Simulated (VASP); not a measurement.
# WS2 (R3m) in VASP: notebook

Runs on WS2. Level: r2SCAN. Tasks: single point.

All numbers are computed with VASP 6.6.1; they aren't measurements. Logs are shortened: lines on timing, memory, paths and dates and some standing lists are left out, and cuts for length are marked.

## (1) The structure

Symmetry: R3m, No. 160, trigonal system. Conventional cell: a = 3.158 Å, b = 3.158 Å, c = 18.490 Å, α = 90.00°, β = 90.00°, γ = 120.00°. W (site symmetry 3m) is surrounded by 6 S at 2.39 to 2.42 Å. Around S (site symmetry 3m) lie 3 W at 2.42 Å. S (site symmetry 3m) has 3 W at 2.39 Å as nearest neighbours.

Measurements of this composition are mostly on another form, of space group No. 194.

## (2) Single point, r2SCAN

Contents of INCAR:

```
  ADDGRID = F
  ALGO = Normal
  EDIFF = 1E-6
  ENCUT = 350
  ISIF = 2
  ISMEAR = 0
  LASPH = T
  LCHARG = F
  LMIXTAU = T
  LREAL = F
  LWAVE = F
  METAGGA = R2SCAN
  NELM = 100
  PREC = Accurate
  SIGMA = 0.05
```

Contents of KPOINTS:

```
k-points
0
Gamma
  2 2 2
```

Contents of POSCAR:

```
WS2
1.0
    1.5790000000      0.9116360751      6.1633333333
   -1.5790000000      0.9116360751      6.1633333333
    0.0000000000     -1.8232721501      6.1633333333
W S
1 2
Direct
    0.0000000000      0.0000000000      0.0000000000
    0.5810000000      0.5810000000      0.5810000000
    0.7503000000      0.7503000000      0.7503000000
```

Potentials or basis: VASP PAW PBE potentials, release 64 (W_sv, S).

Command:

```sh
$ cat potpaw_PBE.64/W_sv/POTCAR potpaw_PBE.64/S/POTCAR > POTCAR
$ mpirun -np 1 vasp_std > vasp.out
```

OUTCAR:

```text
EDIFF = 1E-6
   ENCUT = 350
   ISIF = 2
   ISMEAR = 0
   LASPH = T
   LREAL = F
   METAGGA = R2SCAN
   NELM = 100
   PREC = Accurate

 Found      4 irreducible k-points:

 Following reciprocal coordinates:
            Coordinates               Weight
  0.000000  0.000000  0.000000      1.000000
  0.500000  0.000000  0.000000      3.000000
  0.500000  0.500000  0.000000      3.000000
  0.500000  0.500000  0.500000      1.000000
   k-points           NKPTS =      4   k-points in BZ     NKDIM =      4   number of bands    NBANDS=     17
   number of dos      NEDOS =    301   number of ions     NIONS =      3
   total plane-waves  NPLWV =  64000
   dimension x,y,z NGX =    40 NGY =   40 NGZ =   40
   dimension x,y,z NGXF=    80 NGYF=   80 NGZF=   80
   ions per type =               1   2
   NGX,Y,Z   is equivalent  to a cutoff of  10.35, 10.35, 10.35 a.u.
   NGXF,Y,Z  is equivalent  to a cutoff of  20.69, 20.69, 20.69 a.u.
 SYSTEM =  unknown system
   PREC   = accura    normal or accurate (medium, high low for compatibility)
   ISTART =      0    job   : 0-new  1-cont  2-samecut
   ICHARG =      2    charge: 1-file 2-atom 10-const
   ISPIN  =      1    spin polarized calculation?
   LNONCOLLINEAR =      F non collinear calculations
   LSORBIT =      F    spin-orbit coupling
   LASPH  =      T    aspherical Exc in radial PAW
   ENCUT  =  350.0 eV  25.72 Ry    5.07 a.u.   9.80  9.80  9.80*2*pi/ulx,y,z
   NELM   =    100;   NELMIN=  2; NELMDL= -5     # of ELM steps
   EDIFF  = 0.1E-05   stopping-criterion for ELM
   LREAL  =      F    real-space projection
   EDIFFG = 0.1E-04   stopping-criterion for IOM
   NSW    =      0    number of steps for IOM
   IBRION =     -1    ionic relax: 0-MD 1-quasi-New 2-CG
   NFREE  =      0    steps in history (QN), initial steepest desc. (CG)
   ISIF   =      2    stress and relaxation
   ISYM   =      2    0-nonsym 1-usesym 2-fastsym
   POTIM  = 0.5000    time-step for ionic-motion
   TEBEG  =    0.0;   TEEND  =   0.0 temperature during run
   PSTRESS=    0.0 pullay stress
   NELECT =      26.0000    total number of electrons
   NUPDOWN=      -1.0000    fix difference up-down
   EMIN   =  10.00;   EMAX   =-10.00  energy-range for DOS
   EFERMI =   0.00;   METHOD = LEGACY
   ISMEAR =     0;   SIGMA  =   0.05  broadening in eV -4-tet -1-fermi 0-gaus
   EFERMI_NEDOS =   21; number of points for ismear=-14 and -15
   IALGO  =     38    algorithm
   IMIX   =      4    mixing-type and parameters
     AMIX     =   0.40;   BMIX     =  1.00
     AMIX_MAG =   1.60;   BMIX_MAG =  1.00
  volume/ion in A,a.u.               =      17.74       119.74
  Fermi-wavevector in a.u.,A,eV,Ry     =   1.289266  2.436359 22.615687  1.662206
  Thomas-Fermi vector in A             =   2.421169
   LORBIT       =      0    0 simple, 1 ext, 2 COOP (PROOUT), +10 PAW based schemes
   METAGGA = R2SCAN    functional components
   LHFCALC =     F    Hartree Fock is set to
   AEXX    =    0.0000 exact exchange contribution
   IVDW    =     0    specifies the selected vdW correction
   LEPSILON=     F    determine dielectric tensor
   LRPA    =     F    only Hartree local field effects (RPA)
 non-spin polarized calculation
 Gauss-broadening in eV      SIGMA  =   0.05
  energy-cutoff  :      350.00
  volume of cell :       53.23
 maximum number of plane-waves:       798
 NGX is ok and might be reduce to    40
   NGX = 19   NGY = 19   NGZ = 19

 number of electron      26.0000004 magnetization

 Free energy of the ion-electron system (eV)
  ---------------------------------------------------
  ext. energy  EPLUGINS =         0.00000000
  ---------------------------------------------------
  free energy    TOTEN  =       -69.03103539 eV

  energy without entropy =      -69.03103539  energy(sigma->0) =      -69.03103539

 E-fermi :   7.7664     XC(G=0): -11.6399

 val. band max:        7.4553249001   @ k =   0.5000   0.5000   0.5000
 cond. band min:       9.6441497644   @ k =   0.5000   0.5000   0.0000
 fundamental gap:      2.1888248643
 Fermi energy:         7.7663575463

 k-point     1 :       0.0000    0.0000    0.0000
  band No.  band energies     occupation
      1     -69.2956      2.00000
      2     -32.8097      2.00000
      3     -32.8097      2.00000
      4     -32.7471      2.00000
      5      -8.9918      2.00000
      6      -6.8919      2.00000
[... 9 lines left out ...]
     16      10.0290      0.00000
     17      10.0290      0.00000

 k-point     2 :       0.5000    0.0000    0.0000
  band No.  band energies     occupation
      1     -69.2740      2.00000
      2     -33.1945      2.00000
      3     -32.9006      2.00000
      4     -32.6723      2.00000
      5      -6.6474      2.00000
      6      -6.2720      2.00000
[... 9 lines left out ...]
     16      11.3327      0.00000
     17      11.4633      0.00000

 k-point     3 :       0.5000    0.5000    0.0000
  band No.  band energies     occupation
      1     -69.2740      2.00000
      2     -33.1945      2.00000
      3     -32.9006      2.00000
      4     -32.6723      2.00000
      5      -6.5569      2.00000
      6      -6.3805      2.00000
[... 9 lines left out ...]
     16      10.8983      0.00000
     17      11.9720      0.00000

 k-point     4 :       0.5000    0.5000    0.5000
  band No.  band energies     occupation
      1     -69.2956      2.00000
      2     -32.8097      2.00000
      3     -32.8097      2.00000
      4     -32.7471      2.00000
      5      -8.7656      2.00000
      6      -7.3287      2.00000
[... 9 lines left out ...]
     16       9.8902      0.00000
     17       9.8902      0.00000

------------------------ aborting loop because EDIFF is reached ----------------------------------------

  FORCE on cell =-STRESS in cart. coord.  units (eV):
  Direction    XX          YY          ZZ          XY          YZ          ZX
  --------------------------------------------------------------------------------------
  -------------------------------------------------------------------------------------
  Total        1.5888962      1.5888962      2.6734527      0.0000000      0.0000000     -0.0000000
  in kB       47.8228621     47.8228621     80.4660259      0.0000000      0.0000000     -0.0000000
  external PRESSURE =      58.7039167 kB  Pullay stress =       0.0000000 kB

 VOLUME and BASIS-vectors are now :
 -----------------------------------------------------------------------------
  energy-cutoff  :      350.00
  volume of cell :       53.23
      direct lattice vectors                 reciprocal lattice vectors
     1.579000000  0.911636075  6.163333333     0.316656111  0.182821491  0.054083288
    -1.579000000  0.911636075  6.163333333    -0.316656111  0.182821491  0.054083288
     0.000000000 -1.823272150  6.163333333     0.000000000 -0.365642982  0.054083288

 POSITION                                       TOTAL-FORCE (eV/Angst)
 -----------------------------------------------------------------------------------
      0.00000      0.00000      0.00000         0.000000     -0.000000     -0.773497
      0.00000      0.00000     10.74269         0.000000      0.000000      0.124301
      0.00000      0.00000     13.87305         0.000000      0.000000      0.649195
 -----------------------------------------------------------------------------------
    total drift:                                0.000000     -0.000000      0.000002

  FREE ENERGIE OF THE ION-ELECTRON SYSTEM (eV)
  ---------------------------------------------------
  free  energy   TOTEN  =       -69.0310353912 eV

  energy  without entropy=      -69.0310353912  energy(sigma->0) =      -69.03103539
```

It took 34 s on 1 thread of Intel Xeon Platinum 8488C (Sapphire Rapids), shared host; peak memory 0.25 GiB.

These settings aren't checked as converged: the numbers below hold their error.

What came out:

* Free energy: -69.0310 eV
* Pressure: 5.9 GPa
* Largest force: 0.773 eV/Å
* Band gap on the k mesh: 2.19 eV, indirect (least direct gap 2.35 eV)

Caveat: the k mesh is coarse (spacing up to 1.16 Å⁻¹), so the values aren't converged; the PAW data sets were made with another functional, which shifts forces and pressure a little; spin-orbit coupling is left out, which moves the levels of the heavy elements.

## (3) Single point, r2SCAN

INCAR: that of step 2 with these lines changed.

```diff
@@ -3,3 +3,3 @@
   EDIFF = 1E-6
-  ENCUT = 350
+  ENCUT = 400
   ISIF = 2
```

KPOINTS is that of step 2.

POSCAR is that of step 2.

Potentials or basis: VASP PAW PBE potentials, release 64 (W_sv, S).

Command:

```sh
$ cat potpaw_PBE.64/W_sv/POTCAR potpaw_PBE.64/S/POTCAR > POTCAR
$ mpirun -np 1 vasp_std > vasp.out
```

Wall time 43 s (1 thread of Intel Xeon Platinum 8488C (Sapphire Rapids), shared host); peak memory 0.27 GiB.

These settings aren't checked as converged: the numbers below hold their error.

Results:

```yaml
Free_energy: -69.0331 eV
Pressure: 5.9 GPa
Largest_force: 0.774 eV/Å
Band_gap_on_the_k_mesh: 2.19 eV, indirect (least direct gap 2.35 eV)
```

Caveat: the k mesh is coarse (spacing up to 1.16 Å⁻¹), so the values aren't converged; the PAW data sets were made with another functional, which shifts forces and pressure a little; spin-orbit coupling is left out, which moves the levels of the heavy elements.

## (4) Single point, r2SCAN

INCAR: that of step 3 with these lines changed.

```diff
@@ -3,3 +3,3 @@
   EDIFF = 1E-6
-  ENCUT = 400
+  ENCUT = 500
   ISIF = 2
```

KPOINTS is that of step 3.

POSCAR is that of step 3.

Command:

```sh
$ cat potpaw_PBE.64/W_sv/POTCAR potpaw_PBE.64/S/POTCAR > POTCAR
$ mpirun -np 1 vasp_std > vasp.out
```

It took 58 s on 1 thread of Intel Xeon Platinum 8488C (Sapphire Rapids), shared host; peak memory 0.34 GiB.

These settings aren't checked as converged: the numbers below hold their error.

Results:

```yaml
Free_energy: -69.0330 eV
Pressure: 5.9 GPa
Largest_force: 0.774 eV/Å
Band_gap_on_the_k_mesh: 2.19 eV, indirect (least direct gap 2.35 eV)
```

Caveat: the k mesh is coarse (spacing up to 1.16 Å⁻¹), so the values aren't converged; the PAW data sets were made with another functional, which shifts forces and pressure a little; spin-orbit coupling is left out, which moves the levels of the heavy elements.

## (5) Single point, r2SCAN

INCAR: that of step 4 with these lines changed.

```diff
@@ -3,3 +3,3 @@
   EDIFF = 1E-6
-  ENCUT = 500
+  ENCUT = 600
   ISIF = 2
```

KPOINTS is that of step 4.

POSCAR is that of step 4.

Command:

```sh
$ cat potpaw_PBE.64/W_sv/POTCAR potpaw_PBE.64/S/POTCAR > POTCAR
$ mpirun -np 1 vasp_std > vasp.out
```

It took 99 s on 1 thread of Intel Xeon Platinum 8488C (Sapphire Rapids), shared host; peak memory 0.42 GiB.

The run converged, but some of its settings lie outside the range that counts as converged, so its numbers aren't taken as properties of the crystal.

Results:

| Quantity | Value |
| --- | --- |
| Free energy | -69.0343 eV |
| Pressure | 6.0 GPa |
| Largest force | 0.775 eV/Å |
| Band gap on the k mesh | 2.19 eV, indirect (least direct gap 2.35 eV) |

Caveat: the k mesh is coarse (spacing up to 1.16 Å⁻¹), so the values aren't converged; the PAW data sets were made with another functional, which shifts forces and pressure a little; spin-orbit coupling is left out, which moves the levels of the heavy elements.

## (6) Single point, r2SCAN

INCAR: that of step 5 with these lines changed.

```diff
@@ -3,3 +3,3 @@
   EDIFF = 1E-6
-  ENCUT = 600
+  ENCUT = 200
   ISIF = 2
```

Contents of KPOINTS:

```
k-points
0
Gamma
  4 4 4
```

POSCAR is that of step 5.

Potentials or basis: VASP PAW PBE potentials, release 64 (W_sv, S).

Command:

```sh
$ cat potpaw_PBE.64/W_sv/POTCAR potpaw_PBE.64/S/POTCAR > POTCAR
$ mpirun -np 1 vasp_std > vasp.out
```

OUTCAR:

```text
EDIFF = 1E-6
   ENCUT = 200
   ISIF = 2
   ISMEAR = 0
   LASPH = T
   LREAL = F
   METAGGA = R2SCAN
   NELM = 100
   PREC = Accurate

 Found     13 irreducible k-points:

 Following reciprocal coordinates:
            Coordinates               Weight
  0.000000  0.000000  0.000000      1.000000
  0.250000  0.000000  0.000000      6.000000
  0.500000  0.000000  0.000000      3.000000
  0.250000  0.250000  0.000000      6.000000
  0.500000  0.250000  0.000000     12.000000
 -0.250000  0.250000  0.000000      6.000000
   k-points           NKPTS =     13   k-points in BZ     NKDIM =     13   number of bands    NBANDS=     17
   number of dos      NEDOS =    301   number of ions     NIONS =      3
   total plane-waves  NPLWV =  27000
   dimension x,y,z NGX =    30 NGY =   30 NGZ =   30
   dimension x,y,z NGXF=    60 NGYF=   60 NGZF=   60
   ions per type =               1   2
   NGX,Y,Z   is equivalent  to a cutoff of   7.76,  7.76,  7.76 a.u.
   NGXF,Y,Z  is equivalent  to a cutoff of  15.52, 15.52, 15.52 a.u.
 SYSTEM =  unknown system
   PREC   = accura    normal or accurate (medium, high low for compatibility)
   ISTART =      0    job   : 0-new  1-cont  2-samecut
   ICHARG =      2    charge: 1-file 2-atom 10-const
[... 57 lines left out ...]

 val. band max:        7.4060205076   @ k =   0.5000   0.5000   0.5000
 cond. band min:       8.9091447607   @ k =   0.2500   0.0000   0.0000
 fundamental gap:      1.5031242532
 Fermi energy:         7.8037553573

 k-point     1 :       0.0000    0.0000    0.0000
  band No.  band energies     occupation
      1     -69.2426      2.00000
      2     -32.8613      2.00000
      3     -32.6793      2.00000
      4     -32.6793      2.00000
      5      -9.0533      2.00000
      6      -6.9906      2.00000
[... 97 lines left out ...]
      4     -32.7880      2.00000
      5      -6.7651      2.00000
      6      -6.3144      2.00000
[... 9 lines left out ...]
     16      10.4238      0.00000
     17      12.3635      0.00000

 [... further k-points ...]

------------------------ aborting loop because EDIFF is reached ----------------------------------------

  FORCE on cell =-STRESS in cart. coord.  units (eV):
  Direction    XX          YY          ZZ          XY          YZ          ZX
  --------------------------------------------------------------------------------------
  -------------------------------------------------------------------------------------
  Total       -1.5860974     -1.5860974     -2.2141195      0.0000000     -0.0000000      0.0000000
  in kB      -47.7386251    -47.7386251    -66.6409372      0.0000000     -0.0000000      0.0000000
  external PRESSURE =     -54.0393958 kB  Pullay stress =       0.0000000 kB

 VOLUME and BASIS-vectors are now :
 -----------------------------------------------------------------------------
  energy-cutoff  :      200.00
  volume of cell :       53.23
      direct lattice vectors                 reciprocal lattice vectors
     1.579000000  0.911636075  6.163333333     0.316656111  0.182821491  0.054083288
    -1.579000000  0.911636075  6.163333333    -0.316656111  0.182821491  0.054083288
     0.000000000 -1.823272150  6.163333333     0.000000000 -0.365642982  0.054083288

 POSITION                                       TOTAL-FORCE (eV/Angst)
 -----------------------------------------------------------------------------------
      0.00000      0.00000      0.00000         0.000000     -0.000000     -0.603703
      0.00000      0.00000     10.74269         0.000000      0.000000      0.421375
      0.00000      0.00000     13.87305         0.000000      0.000000      0.182327
 -----------------------------------------------------------------------------------
    total drift:                                0.000000      0.000000     -0.002412

  FREE ENERGIE OF THE ION-ELECTRON SYSTEM (eV)
  ---------------------------------------------------
  free  energy   TOTEN  =       -70.0235422672 eV

  energy  without entropy=      -70.0235422672  energy(sigma->0) =      -70.02354227
```

OSZICAR:

```text
N       E                     dE             d eps       ncg     rms          rms(c)
DAV:   1     0.528209789253E+02    0.52821E+02   -0.84854E+03   498   0.811E+02
DAV:   2    -0.734950289089E+02   -0.12632E+03   -0.12481E+03   582   0.250E+02
DAV:   3    -0.774302111076E+02   -0.39352E+01   -0.39240E+01   553   0.461E+01
DAV:   4    -0.774685485339E+02   -0.38337E-01   -0.38260E-01   603   0.448E+00
DAV:   5    -0.774689491528E+02   -0.40062E-03   -0.40058E-03   550   0.431E-01    0.321E+01
DAV:   6    -0.720371377895E+02    0.54318E+01   -0.61154E+00   497   0.238E+01    0.144E+01
DAV:   7    -0.691958879641E+02    0.28412E+01   -0.21968E+00   484   0.824E+00    0.512E+00
DAV:   8    -0.699991498653E+02   -0.80326E+00   -0.12244E+00   447   0.705E+00    0.326E+00
DAV:   9    -0.700147454342E+02   -0.15596E-01   -0.10210E-01   493   0.205E+00    0.414E-01
DAV:  10    -0.700196420355E+02   -0.48966E-02   -0.26585E-02   489   0.107E+00    0.327E-01
DAV:  11    -0.700229491044E+02   -0.33071E-02   -0.28173E-03   490   0.400E-01    0.157E-01
DAV:  12    -0.700234513011E+02   -0.50220E-03   -0.97882E-04   494   0.210E-01    0.848E-02
DAV:  13    -0.700229039273E+02    0.54737E-03   -0.90442E-04   451   0.209E-01    0.520E-02
DAV:  14    -0.700235390183E+02   -0.63509E-03   -0.41779E-04   448   0.141E-01    0.241E-02
DAV:  15    -0.700235387311E+02    0.28718E-06   -0.16426E-05   576   0.280E-02    0.290E-03
DAV:  16    -0.700235420119E+02   -0.32808E-05   -0.44117E-06   462   0.142E-02    0.580E-03
DAV:  17    -0.700235422672E+02   -0.25536E-06   -0.51800E-07   230   0.503E-03
   1 F= -.70023542E+02 E0= -.70023542E+02  d E =-.145638E-30
```

Run time: 40 s. Hardware: 1 thread of Intel Xeon Platinum 8488C (Sapphire Rapids), shared host; peak memory 0.16 GiB.

The run converged, but a check on its numbers failed (symmetry, net force, bounds or a known fault of this set-up), so they aren't taken as properties of the crystal.

Caveat: the k mesh is coarse (spacing up to 0.58 Å⁻¹), so the values aren't converged; the cutoff lies under the usual one of these potentials, so the numbers hold a large basis-set error; the PAW data sets were made with another functional, which shifts forces and pressure a little; spin-orbit coupling is left out, which moves the levels of the heavy elements.

## (7) For comparison

An earlier run on the cell as given: functional PBEsol; potentials or basis VASP PAW PBE potentials, release 64 (W_sv, S); cutoff 520 eV; k mesh 10 × 10 × 10; occupations fermi-dirac, width 0.05 eV; no spin polarisation.

* Pressure: -0.5 GPa
* Largest force: 0.602 eV/Å
* Band gap on the k mesh: 1.03 eV, indirect (least direct gap 2.24 eV)
